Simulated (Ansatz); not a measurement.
# RbBr

```
Rb Br
1.0
     5.94208    0.00000    0.00000
    -2.97104    5.14600    0.00000
     0.00000    0.00000    6.95651
Rb Br
2 2
Direct
  0.33333 0.66667 0.93800
  0.66667 0.33333 0.43800
  0.33333 0.66667 0.43800
  0.66667 0.33333 0.93800
```

Atoms are numbered in the order listed.

The cell was built from the wurtzite type and relaxed in the same program, and has space group P6_3/mmc; it needn't be a known or the stable phase. The relaxation left the symmetry of that type.

Methods: DFT, PBE, all-electron LAPW, scalar-relativistic (Ansatz 0.2.0); DFT, PBE, PAW with Ansatz's default frozen-core files, scalar-relativistic (Ansatz 0.2.0); DFT, PBE, all-electron PAW with datasets made for the crystal, scalar-relativistic (Ansatz 0.2.0).

For LAPW: a Γ-centred 10×10×6 k mesh, Fermi–Dirac smearing of 0.05 eV, basis error target 1 meV/atom, no spin polarisation. PAW takes a cutoff of 420 eV at this cell. The crystal-made all-electron datasets (AE datasets) take a cutoff of 200 eV at this cell. The Ansatz runs share mesh, smearing and spin set-up. Values come from LAPW unless marked.

No spin–orbit coupling: at heavy atoms the gradients can be off by tens of per cent for that reason.

- Löwdin charges (with 0.11 e of the cell spilling out of the atomic basis, so their sizes and signs hang on that basis): Rb1 0.78, Br3 -0.73 e
- Bader charges (from the PAW run): Rb1 +0.84, Br3 -0.84 e
- Volume per atom: 53.18 Å³
- Pressure at this cell: -0.01 GPa

(1) Give the computed value. Band gap.

(2) Field gradients Vzz (crystal-made datasets): what does the calculation give?

Answers

(1) 4.02 eV, direct at Γ.

(2) Rb1 -0.98 (η = 0.00), Br3 0.32 (η = 0.00) in 10²¹ V/m².
